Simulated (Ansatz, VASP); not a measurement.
# SiSn16O31 (Si_O): VASP beside Ansatz, part 2 of 2

Aim: how closely do two programs agree when they are given the same cell, functional and k mesh? The cell is taken from a series of runs on this material, whose earlier steps may have relaxed, scaled, displaced or heated it; both programs get it as it stands.

VASP 6.6.1 and Ansatz 0.2.0.

So far: Starting point; Ansatz: single point, r2SCAN.

## (3) VASP: single point, r2SCAN

Level of this step: r2SCAN, spin-polarised from a ferromagnetic start; plane waves and PAW (Sn_d, O, Si) (VASP).

The same cell, functional and mesh now go to VASP, with its own data sets.

Lines of VASP's logs that name or quote its potential files are left out, and so is its time.

Contents of INCAR:

```
SYSTEM = SiSn16O31
PREC = Accurate
ENCUT = 580
EDIFF = 1E-06
NELM = 200
ISMEAR = 0
SIGMA = 0.01
LREAL = Auto
ALGO = Normal
METAGGA = R2SCAN
LASPH = .TRUE.
NELECT = 415
NBANDS = 248
ISPIN = 2
MAGMOM = 0.01 0 0.01 0.01 0.01 0.01 0.01 0.01 0.01 0.01 0 0 0.01 0.01 0.01 0.01 0.02 0.01 0.01 0.02 0.01 0.01 0.02 0.01 0.01 0.02 0.01 0.01 0.01 0.01 0.01 0.02 0.01 0.01 0.01 0.01 0.01 0.01 0.01 0.01 0.01 0.01 0.01 0.01 0.01 0.01 0.01 0.01
LORBIT = 11
LWAVE = .FALSE.
LCHARG = .FALSE.
ISIF = 2
ISYM = 0
NUPDOWN = 1
GGA_COMPAT = .FALSE.
LMIXTAU = .TRUE.
NCORE = 2
```

Contents of POSCAR:

```
SiSn16O31
1.0
    0.0000000000      9.5211431054      6.4012401802
    9.5179366826      0.0000000000      6.4012401802
    4.7589683413      4.7605715527      0.0000000000
Sn O Si
16 31 1
Direct
    0.1207201826      0.1247016481      0.2469557079
    0.3569738291      0.3932273024      0.7214985556
    0.0052875008      0.9949253506      0.9950124729
    0.2400609056      0.2483820042      0.4980257388
    0.1279172089      0.6222896466      0.2468218436
    0.3783623538      0.8738792173      0.7573776485
    0.9937758993      0.5042042911      0.0042639559
    0.2459930623      0.7564147977      0.4998448167
    0.6399144161      0.1102942515      0.2656018757
    0.8763274367      0.3718427286      0.7614333447
    0.4991470073      0.9968365810      0.0143316494
    0.7533651992      0.2510516615      0.5058954494
    0.6254962590      0.6294822202      0.2374027554
    0.8745610543      0.8756401987      0.7452532299
    0.5018206074      0.5101402851      0.9745040677
    0.7552794283      0.7449128500      0.4950376607
    0.0065655211      0.4904089641      0.3105115169
    0.2516681205      0.2444147075      0.7927744828
    0.2262299835      0.0266466193      0.7272473521
    0.4831140686      0.2670906036      0.1513010206
    0.0250905607      0.2161087747      0.7847097013
    0.2838045032      0.4663970873      0.2572970296
    0.2142324482      0.2618122520      0.2158005384
    0.4887184574      0.0183623916      0.6934335066
    0.0092346660      0.9898624037      0.3017657527
    0.2597962099      0.7436448977      0.8040531211
    0.2126172223      0.5375764253      0.7324876910
    0.4695940858      0.7813706553      0.2255047415
    0.0258345603      0.7243632404      0.7643056513
    0.2695767096      0.9709413594      0.2695521732
    0.2458862031      0.7518946677      0.1967578629
    0.4883713428      0.5359841000      0.6674886768
    0.5057869542      0.4985291155      0.2845381831
    0.7775440348      0.2261679377      0.8220697569
    0.7257691350      0.0244304943      0.7211838071
    0.9688313143      0.2806054876      0.2270299529
    0.7792506095      0.4806216014      0.2501975633
    0.7318455337      0.2614899570      0.2071727435
    0.9926356426      0.0049318828      0.6942375496
    0.5240278546      0.9726680349      0.3290948049
    0.7603433541      0.7409604790      0.7995641248
    0.7235546060      0.5239731562      0.7325822064
    0.9766979261      0.7735063346      0.2344730540
    0.5340944530      0.7251123960      0.7667118209
    0.7876193035      0.9625826802      0.2725918984
    0.7452684725      0.7575685543      0.1889726295
    0.9983064686      0.5043179461      0.6919037666
    0.5081624549      0.2420420704      0.8971783642
```

Contents of KPOINTS:

```
Points of the shifted mesh
1
Reciprocal
 0.2500000000  0.2500000000  0.2500000000 1
```

The projector-augmented-wave data sets are Sn_d, O and Si (PBE family, release 64).

The run is started by

```console
$ mpirun -np 8 vasp_std
```

Numbers of over 12 decimals in the logs are rounded to 6 here.

What it wrote:

```text
[banner, memory and clock lines left out]
running    8 mpi-ranks, on    1 nodes
[...]
|                                                                             |
|               ----> ADVICE to this user running VASP <----                  |
|                                                                             |
|     You enforced a specific xc type in the INCAR file but a different       |
|     [... a line on the potential file left out ...]
|     I HOPE YOU KNOW WHAT YOU ARE DOING!                                     |
|                                                                             |

 LDA part: xc-table for (None), standard interpolation
 POSCAR, INCAR and KPOINTS ok, starting setup
[...]
entering main loop
       N       E                     dE             d eps       ncg     rms          rms(c)
DAV:   1     0.904325161744E+04    0.90433E+04   -0.17150E+05  1000   0.290E+03
DAV:   2     0.166274256337E+04   -0.73805E+04   -0.70298E+04   992   0.915E+02
DAV:   3    -0.502162897362E+03   -0.21649E+04   -0.20295E+04  1032   0.364E+02
DAV:   4    -0.797873906833E+03   -0.29571E+03   -0.28806E+03  1160   0.141E+02
DAV:   5    -0.812624301142E+03   -0.14750E+02   -0.14507E+02  1160   0.308E+01BRMIX: very serious problems
 the old and the new charge density differ
 old charge density:   414.00000 new  415.00000
    0.445E+01
DAV:   6    -0.716300525015E+03    0.96324E+02   -0.12108E+02  1448   0.665E+01    0.203E+01
DAV:   7    -0.664470697334E+03    0.51830E+02   -0.28447E+01  1376   0.219E+01    0.946E+00
DAV:   8    -0.699600502828E+03   -0.35130E+02   -0.10324E+01  1336   0.149E+01    0.523E+00
DAV:   9    -0.658457808248E+03    0.41143E+02   -0.62214E+00  1192   0.767E+00    0.200E+00
[...]
DAV:  21    -0.663282931450E+03   -0.54737E-05   -0.31328E-06   816   0.835E-03    0.125E-03
DAV:  22    -0.663282936254E+03   -0.48044E-05   -0.15924E-06   640   0.616E-03    0.593E-04
DAV:  23    -0.663282936754E+03   -0.49968E-06   -0.36749E-07   560   0.274E-03
   1 F= -.66328294E+03 E0= -.66328294E+03  d E =-.844896E-43  mag=     1.0000
```

OUTCAR, selected parts (step 3):

```text
  Total       33.4210226     49.1768916     52.5030617     -7.8201851     -0.0120595     -0.0012035
  in kB       92.3069264    135.8237226    145.0104117    -21.5988977     -0.0333077     -0.0033239
  external PRESSURE =     124.3803536 kB  Pullay stress =       0.0000000 kB

 POSITION                                       TOTAL-FORCE (eV/Angst)
 -----------------------------------------------------------------------------------
      2.36216      2.32504      1.57100        -0.009445     -0.005880      0.013066
      7.17630      6.83354      4.80222        -0.038865      0.137127     -0.000228
     14.20487      4.78717      6.40260         0.011228     -0.007828      0.001463
      4.73417      4.65654      3.12664        -0.028779      0.028563      0.049656
      7.09753      2.39293      4.80225        -0.003351      0.012748     -0.000097
     11.92186      7.20799      8.01590         0.006619      0.002876     -0.011647
      4.81928      9.48218      9.58893        -0.012209      0.010523      0.012015
      9.57825      4.72168      6.41665        -0.010881      0.016710     -0.015396
      2.31376      7.35713      4.80227         0.008139     -0.021683     -0.001790
      7.16281     11.96850      7.98984         0.008136      0.004821      0.010517
      9.55603      4.82068      9.57615         0.072582     -0.034209      0.083736
      4.79703      9.58125      6.42951         0.070156     -0.031379     -0.079967
      7.12116      7.08561      8.03342        -0.012852     -0.005728     -0.010003
     11.88092     11.87465     11.20346        -0.017792      0.020412     -0.005329
[...]
-----------------------------------------------------------------------------------
    total drift:                               -0.003449      0.005426     -0.007381

  FREE ENERGIE OF THE ION-ELECTRON SYSTEM (eV)
  ---------------------------------------------------
  free  energy   TOTEN  =      -663.2829367536 eV

  energy  without entropy=     -663.2829367536  energy(sigma->0) =     -663.28293675

 magnetization (x)
# of ion       s       p       d       tot
------------------------------------------
    1        0.029   0.002   0.000   0.032
    2        0.012   0.004   0.002   0.018
    3        0.026   0.002   0.000   0.028
    4        0.036   0.005   0.001   0.042
    5        0.039   0.001   0.001   0.041
    6        0.031   0.001   0.001   0.033
    7        0.025   0.003  -0.000   0.027
    8        0.025   0.003  -0.000   0.027
    9        0.029   0.001   0.001   0.031
   10        0.031   0.001   0.001   0.033
   11        0.012   0.004   0.001   0.017
   12        0.012   0.004   0.001   0.017
   13        0.029   0.002   0.000   0.032
[...]
--------------------------------------------------
tot          0.628   0.202   0.009   0.839

[... 2 further parts left out ...]
```

The cell is charged against a uniform background.

The run ends at a pressure of 12.44 GPa, with forces up to 0.14 eV/Å.

## (4) Side by side

Known differences besides the potentials themselves: VASP starts from the moments at which Ansatz ended; VASP keeps PBE cores, Ansatz makes them for the functional; fixed occupations in Ansatz, narrow Gaussian smearing in VASP; the cutoff is 500 eV in Ansatz and 580 eV in VASP (PREC = Accurate, projectors in real space). Total energies have different zeros and are not compared.

The two programs side by side:

| quantity | Ansatz | VASP | difference |
| --- | --- | --- | --- |
| total moment, fixed by the input (μB) | 1.00 | 1.00 | 0.00 |

Forces on 7 of the 48 atoms, those with the largest forces and the largest differences (eV/Å; atoms numbered as in POSCAR):

| atom | Ansatz x, y, z | VASP x, y, z |
| --- | --- | --- |
| Sn2 | -0.001, 0.000, 0.000 | -0.039, 0.137, 0.000 |
| Sn4 | 0.000, 0.000, 0.000 | -0.029, 0.029, 0.050 |
| Sn11 | 0.000, -0.001, 0.001 | 0.073, -0.034, 0.084 |
| Sn12 | 0.000, -0.002, -0.001 | 0.070, -0.031, -0.080 |
| O34 | 0.002, 0.001, -0.001 | -0.054, -0.028, -0.011 |
| O40 | 0.001, 0.001, 0.001 | -0.054, -0.027, 0.012 |
| Si48 | -0.001, 0.001, 0.000 | -0.071, -0.075, -0.004 |

The forces differ by 28 meV/Å r.m.s., where the r.m.s. force is 0.001 eV/Å in Ansatz and 0.028 eV/Å in VASP: the atoms lie near their places of rest in Ansatz, so a percentage would say little (all taken over all components). The cell carries a charge of -1 e against a uniform background, so its pressure also hangs on how the neutralising background is counted, and in a defect's cell a gap may be the spacing between its levels.

## (5) Results

```yaml
r_m_s_force_difference_single_point_r2scan: 28 meV/Å
```

**Reading.** The r.m.s. force difference is 28 meV/Å (single point, r2SCAN), beyond the 12 meV/Å picked in this series as the mark of a large difference. What causes the difference of the single point, r2SCAN pair stays open here. Such differences can come from data sets, numerical settings and the points named under the comparisons, not from the functional's error against experiment.

[Lines on the potential files, build, host, timing and source positions are cut from VASP's logs without a mark.]

[Logs are printed without paths, hosts, clocks, repeated set-up lines and the standing remarks that a program may print on its own settings, such as how far it seeks lower states.]

[Hosts, paths, dates, database ids (printed as entryN), source tags and the programs' standing remarks are cut or masked in the printed files.]
